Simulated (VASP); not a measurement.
# Al2O3 (R-3c) in VASP: further runs

Aim: see how the results for Al2O3 move with the level of theory and the settings. Levels: PBE, PBEsol. Tasks: relaxation of cell and atoms.

All numbers are computed with VASP 6.6.1; they aren't measurements. Logs are shortened: lines on timing, memory, paths and dates and some standing lists are left out, and cuts for length are marked.

### Step 1. Starting point

Symmetry: R-3c, No. 167, trigonal system. The conventional cell has a = 4.805 Å, b = 4.805 Å, c = 13.116 Å, α = 90.00°, β = 90.00°, γ = 120.00°. Around Al (site symmetry 3) lie 6 O at 1.87 to 1.99 Å. Around O (site symmetry 2) lie 4 Al at 1.87 to 1.99 Å.

The cell is a database's computed one.

### Step 2. Relaxation of cell and atoms, PBE

Contents of INCAR:

```
SYSTEM = Al2O3
PREC     = Accurate       ! precision mode
ENCUT    = 600            ! plane-wave cutoff, eV
EDIFF    = 1E-7           ! SCF threshold, eV
ISMEAR   = 0              ! smearing method
SIGMA    = 0.02           ! smearing width, eV
LREAL    = .False.        ! projectors in reciprocal space
LASPH    = .True.         ! aspherical terms in the spheres
NELM     = 80             ! most SCF steps
ALGO     = Normal         ! electronic algorithm
ISIF     = 3              ! what is computed and relaxed
LWAVE    = .False.        ! write WAVECAR
LCHARG   = .False.        ! write CHGCAR
GGA      = PE             ! functional
IBRION   = 2              ! ionic algorithm
NSW      = 60             ! ionic steps
EDIFFG   = -0.01          ! ionic threshold
KPAR     = 4
```

Contents of KPOINTS:

```
Automatic mesh
0
Gamma
  6 6 6
  0 0 0
```

Contents of POSCAR:

```
Al2O3
1.0
    2.4025136100      1.3870918800      4.3720844200
   -2.4025136100      1.3870918800      4.3720844200
    0.0000000000     -2.7741837600      4.3720844200
Al O
4 6
Direct
    0.6479040000      0.6479040000      0.6479040000
    0.8520960000      0.8520960000      0.8520960000
    0.1479040000      0.1479040000      0.1479040000
    0.3520960000      0.3520960000      0.3520960000
    0.4438545000      0.0561455000      0.7500000000
    0.9438545000      0.2500000000      0.5561455000
    0.0561455000      0.7500000000      0.4438545000
    0.7500000000      0.4438545000      0.0561455000
    0.2500000000      0.5561455000      0.9438545000
    0.5561455000      0.9438545000      0.2500000000
```

Potentials or basis: VASP PAW PBE potentials, release 64 (Al, O).

On the command line:

```console
$ cat potpaw_PBE.64/Al/POTCAR potpaw_PBE.64/O/POTCAR > POTCAR
$ mpirun -np 4 vasp_std > vasp.out
```

OUTCAR:

```text
SYSTEM = Al2O3
   PREC = Accurate
   ENCUT = 600
   EDIFF = 1E-7
   ISMEAR = 0
   LREAL = .False.
   LASPH = .True.
   NELM = 80
   ISIF = 3
   GGA = PE
   IBRION = 2
   NSW = 60
   EDIFFG = -0.01

 ion  position               nearest neighbor table
   1  0.648  0.648  0.648-   6 1.87  10 1.87   9 1.87   5 1.99   8 1.99   7 1.99   2 2.68   4 2.82
                             4 2.82   4 2.82   2 3.25   2 3.25   2 3.25
   2  0.852  0.852  0.852-   9 1.87  10 1.87   6 1.87   5 1.99   7 1.99   8 1.99   1 2.68   3 2.82
                             3 2.82   3 2.82   1 3.25   1 3.25   1 3.25
   3  0.148  0.148  0.148-   8 1.87   5 1.87   7 1.87  10 1.99   6 1.99   9 1.99   4 2.68   2 2.82
                             2 2.82   2 2.82   4 3.25   4 3.25   4 3.25
   4  0.352  0.352  0.352-   7 1.87   5 1.87   8 1.87  10 1.99   9 1.99   6 1.99   3 2.68   1 2.82
                             1 2.82   1 2.82   3 3.25   3 3.25   3 3.25
   5  0.444  0.056  0.750-   3 1.87   4 1.87   1 1.99   2 1.99
   6  0.944  0.250  0.556-   1 1.87   2 1.87   3 1.99   4 1.99
   7  0.056  0.750  0.444-   4 1.87   3 1.87   2 1.99   1 1.99
   8  0.750  0.444  0.056-   3 1.87   4 1.87   1 1.99   2 1.99
   9  0.250  0.556  0.944-   2 1.87   1 1.87   4 1.99   3 1.99
  10  0.556  0.944  0.250-   1 1.87   2 1.87   3 1.99   4 1.99

  LATTYP: Found a trigonal (rhomboedric) cell.
 ALAT       =     5.1779549733
 COS(alpha) =     0.5694286091

  Lattice vectors:

 A1 = (   2.4025136100,   1.3870918800,   4.3720844200)
 A2 = (  -2.4025136100,   1.3870918800,   4.3720844200)
 A3 = (   0.0000000000,  -2.7741837600,   4.3720844200)

Analysis of symmetry for initial positions (statically):
=====================================================================
 Subroutine PRICEL returns:
 Original cell was already a primitive cell.

 Routine SETGRP: Setting up the symmetry group for a
 trigonal (rhombohedral) supercell.

 Subroutine GETGRP returns: Found 12 space group operations
 (whereof  6 operations were pure point group operations)
 out of a pool of 12 trial point group operations.

The static configuration has the point symmetry S_6 .
 The point group associated with its full space group is D_3d.

Analysis of symmetry for dynamics (positions and initial velocities):
=====================================================================
 Subroutine PRICEL returns:
 Original cell was already a primitive cell.
[... 201 lines left out ...]
      0.00000      0.00000      1.93995         0.000000     -0.000000     -0.011831
      0.00000      0.00000      4.61818         0.000000     -0.000000      0.011831
      0.93148     -1.38709      5.46511        -0.004766      0.000000     -0.000000
      1.66699      0.11314      7.65115        -0.002383     -0.004127     -0.000000
     -1.66699     -0.11314      5.46511         0.002383      0.004127     -0.000000
      0.73552      1.50023      5.46511         0.002383     -0.004127     -0.000000
     -0.73552     -1.50023      7.65115        -0.002383      0.004127     -0.000000
     -0.93148      1.38709      7.65115         0.004766      0.000000      0.000000
 -----------------------------------------------------------------------------------
    total drift:                               -0.000000      0.000000     -0.000000

  FREE ENERGIE OF THE ION-ELECTRON SYSTEM (eV)
  ---------------------------------------------------
  free  energy   TOTEN  =       -74.8320295047 eV

  energy  without entropy=      -74.8320295047  energy(sigma->0) =      -74.83202950

--------------------------------------- Ionic step        2  -------------------------------------------

 number of electron      47.9999999 magnetization

 Free energy of the ion-electron system (eV)
  ---------------------------------------------------
  ext. energy  EPLUGINS =         0.00000000
  ---------------------------------------------------
  free energy    TOTEN  =       -74.83205599 eV

  energy without entropy =      -74.83205599  energy(sigma->0) =      -74.83205599

 E-fermi :   5.9285     XC(G=0): -11.5477

 val. band max:        5.8203576570   @ k =   0.0000   0.0000   0.0000
 cond. band min:      11.6934167259   @ k =   0.0000   0.0000   0.0000
 fundamental gap:      5.8730590689
 Fermi energy:         5.9285344086

 k-point     1 :       0.0000    0.0000    0.0000
  band No.  band energies     occupation
      1     -13.2077      2.00000
      2     -10.9796      2.00000
      3     -10.7161      2.00000
      4     -10.7161      2.00000
      5     -10.4091      2.00000
      6     -10.4091      2.00000
[... 781 lines left out ...]
     29      16.0185      0.00000
     30      16.7769      0.00000

 [... further k-points ...]

------------------------ aborting loop because EDIFF is reached ----------------------------------------

  FORCE on cell =-STRESS in cart. coord.  units (eV):
  Direction    XX          YY          ZZ          XY          YZ          ZX
  --------------------------------------------------------------------------------------
  -------------------------------------------------------------------------------------
  Total        0.0000438      0.0000438     -0.0153869     -0.0000000      0.0000000      0.0000000
  in kB        0.0008023      0.0008023     -0.2819881     -0.0000000      0.0000000      0.0000000
  external PRESSURE =      -0.0934612 kB  Pullay stress =       0.0000000 kB

 VOLUME and BASIS-vectors are now :
 -----------------------------------------------------------------------------
  energy-cutoff  :      600.00
  volume of cell :       87.42
      direct lattice vectors                 reciprocal lattice vectors
     2.402775333  1.387242986  4.371332620     0.208092697  0.120142375  0.076254397
    -2.402775333  1.387242986  4.371332620    -0.208092697  0.120142375  0.076254397
     0.000000000 -2.774485972  4.371332620     0.000000000 -0.240284749  0.076254397

 POSITION                                       TOTAL-FORCE (eV/Angst)
 -----------------------------------------------------------------------------------
      0.00000      0.00000      8.49604         0.000000     -0.000000     -0.003797
      0.00000      0.00000     11.17496         0.000000      0.000000      0.003797
      0.00000      0.00000      1.93904         0.000000      0.000000     -0.003797
      0.00000      0.00000      4.61796         0.000000      0.000000      0.003797
      0.93135     -1.38724      5.46417         0.002087      0.000000     -0.000000
      1.66706      0.11295      7.64983         0.001043      0.001807      0.000000
     -1.66706     -0.11295      5.46417        -0.001043     -0.001807      0.000000
      0.73571      1.50019      5.46417        -0.001043      0.001807      0.000000
     -0.73571     -1.50019      7.64983         0.001043     -0.001807      0.000000
     -0.93135      1.38724      7.64983        -0.002087      0.000000     -0.000000
 -----------------------------------------------------------------------------------
    total drift:                               -0.000000     -0.000000      0.000000

  FREE ENERGIE OF THE ION-ELECTRON SYSTEM (eV)
  ---------------------------------------------------
  free  energy   TOTEN  =       -74.8320559903 eV

  energy  without entropy=      -74.8320559903  energy(sigma->0) =      -74.83205599

 reached required accuracy - stopping structural energy minimisation
```

OSZICAR:

```text
N       E                     dE             d eps       ncg     rms          rms(c)
DAV:   1     0.286087936154E+03    0.28609E+03   -0.27863E+04  1920   0.170E+03
DAV:   2    -0.671676792205E+02   -0.35326E+03   -0.34278E+03  2538   0.336E+02
DAV:   3    -0.826540175432E+02   -0.15486E+02   -0.15442E+02  2292   0.771E+01
[... 14 lines left out ...]
DAV:   1    -0.748320577850E+02   -0.28321E-04   -0.29510E-03  2166   0.370E-01    0.211E-02
DAV:   2    -0.748320590989E+02   -0.13139E-05   -0.76620E-05  2292   0.561E-02    0.121E-02
DAV:   3    -0.748320562192E+02    0.28797E-05   -0.29149E-06  2280   0.136E-02    0.408E-03
DAV:   4    -0.748320560020E+02    0.21717E-06   -0.12370E-06  2280   0.760E-03    0.772E-04
DAV:   5    -0.748320559903E+02    0.11670E-07   -0.80841E-08  1386   0.194E-03
   2 F= -.74832056E+02 E0= -.74832056E+02  d E =-.264856E-04
```

It took 56 s on 4 MPI ranks of AMD EPYC 7R13 (Zen 3), shared host; peak memory 0.27 GiB.

What came out:

```yaml
Free_energy: -74.8321 eV
Energy_gained_by_relaxing: 0.0 meV/atom
Ionic_steps: 2
Pressure_after_relaxing: 0.0 GPa
Largest_force_after_relaxing: 0.004 eV/Å
Band_gap_on_the_k_mesh: 5.87 eV, direct
```

Forces on the atoms (eV/Å):
```
Al   0.000  0.000 -0.004
Al   0.000  0.000  0.004
Al   0.000  0.000 -0.004
Al   0.000  0.000  0.004
O    0.002  0.000  0.000
O    0.001  0.002  0.000
O   -0.001 -0.002  0.000
O   -0.001  0.002  0.000
O    0.001 -0.002  0.000
O   -0.002  0.000  0.000
```

Final structure:
```
CELL_PARAMETERS angstrom
2.40278 1.38724 4.37133
-2.40278 1.38724 4.37133
0.00000 -2.77449 4.37133
ATOMIC_POSITIONS crystal
Al 0.64786 0.64786 0.64786
Al 0.85214 0.85214 0.85214
Al 0.14786 0.14786 0.14786
Al 0.35214 0.35214 0.35214
O 0.44381 0.05619 0.75000
O 0.94381 0.25000 0.55619
O 0.05619 0.75000 0.44381
O 0.75000 0.44381 0.05619
O 0.25000 0.55619 0.94381
O 0.55619 0.94381 0.25000
```

### Step 3. Relaxation of cell and atoms, PBEsol

Contents of INCAR:

```
PREC = Accurate ; ENCUT = 600
EDIFF = 1E-7 ; ISMEAR = 0
SIGMA = 0.02 ; LREAL = False
LASPH = True ; NELM = 100
ALGO = Fast ; ISIF = 3
LWAVE = False ; LCHARG = False
GGA = PS ; IBRION = 2
NSW = 60 ; EDIFFG = -0.005
KPAR = 8
```

Contents of KPOINTS:

```
regular mesh
0
Gamma
  6 6 6
```

POSCAR is that of step 2.

Potentials or basis: VASP PAW PBE potentials, release 64 (Al, O).

On the command line:

```console
$ cat potpaw_PBE.64/Al/POTCAR potpaw_PBE.64/O/POTCAR > POTCAR
$ mpirun -np 8 vasp_std > vasp.out
```

Run time: 1.8 min. Hardware: 8 MPI ranks of Intel Xeon Platinum 8488C (Sapphire Rapids), shared host; peak memory 0.34 GiB.

Results (log left out):

- Free energy: -78.6885 eV
- Relaxed volume: 8.56 Å³/atom
- Relaxed cell: a = 5.138 Å, b = 5.138 Å, c = 5.138 Å, α = 55.35°, β = 55.35°, γ = 55.35°
- Space group after relaxing (to 0.05 Å): R-3c (No. 167)
- Energy gained by relaxing: 3.1 meV/atom
- Ionic steps: 7
- Pressure after relaxing: -0.1 GPa
- Band gap on the k mesh: 6.05 eV, direct

Forces in eV/Å, atoms in the order of the input:
```
Al   0.000  0.000 -0.002
Al   0.000  0.000  0.002
Al   0.000  0.000 -0.002
Al   0.000  0.000  0.002
O    0.002  0.000  0.000
O    0.001  0.001  0.000
O   -0.001 -0.001  0.000
O   -0.001  0.001  0.000
O    0.001 -0.001  0.000
O   -0.002  0.000  0.000
```

Step by step:
| step | energy change (eV) | largest force (eV/Å) | pressure (GPa) | volume (Å³) |
| --- | --- | --- | --- | --- |
| 1 | 0.0000 | 0.0561 | -5.10 | 87.42 |
| 2 | -0.0075 | 0.0502 | 4.78 | 83.94 |
| 3 | -0.0309 | 0.0095 | 0.00 | 85.53 |
| 4 | -0.0309 | 0.0094 | 0.10 | 85.50 |
| 5 | -0.0310 | 0.0068 | 0.10 | 85.49 |
| 6 | -0.0310 | 0.0058 | 0.10 | 85.49 |
| 7 | -0.0311 | 0.0025 | -0.09 | 85.55 |

Final structure:
```
Al O
1.0
     2.38647    1.37783    4.33643
    -2.38647    1.37783    4.33643
     0.00000   -2.75566    4.33643
Al O
4 6
Direct
  0.64794 0.64794 0.64794
  0.85206 0.85206 0.85206
  0.14794 0.14794 0.14794
  0.35206 0.35206 0.35206
  0.44418 0.05582 0.75000
  0.94418 0.25000 0.55582
  0.05582 0.75000 0.44418
  0.75000 0.44418 0.05582
  0.25000 0.55582 0.94418
  0.55582 0.94418 0.25000
```

Levels at points of the mesh, in eV from the valence-band top:
| k point | band 21 | band 22 | band 23 | band 24 | band 25 | band 26 | band 27 | band 28 |
| --- | --- | --- | --- | --- | --- | --- | --- | --- |
| (0.00, 0.00, 0.00) | -0.50 | -0.04 | -0.04 | 0.00 | 6.05 | 8.91 | 10.60 | 11.35 |
| (0.50, 0.00, 0.00) | -0.91 | -0.91 | -0.27 | -0.27 | 9.27 | 9.27 | 9.49 | 9.49 |
| (0.50, 0.50, 0.00) | -1.02 | -0.91 | -0.74 | -0.25 | 9.41 | 9.56 | 9.74 | 10.23 |
| (0.50, 0.50, 0.50) | -0.38 | -0.38 | -0.38 | -0.38 | 8.49 | 8.49 | 10.91 | 10.91 |

Caveat: the PAW data sets were made with another functional, which shifts forces and pressure a little. A k mesh can miss the band edges.
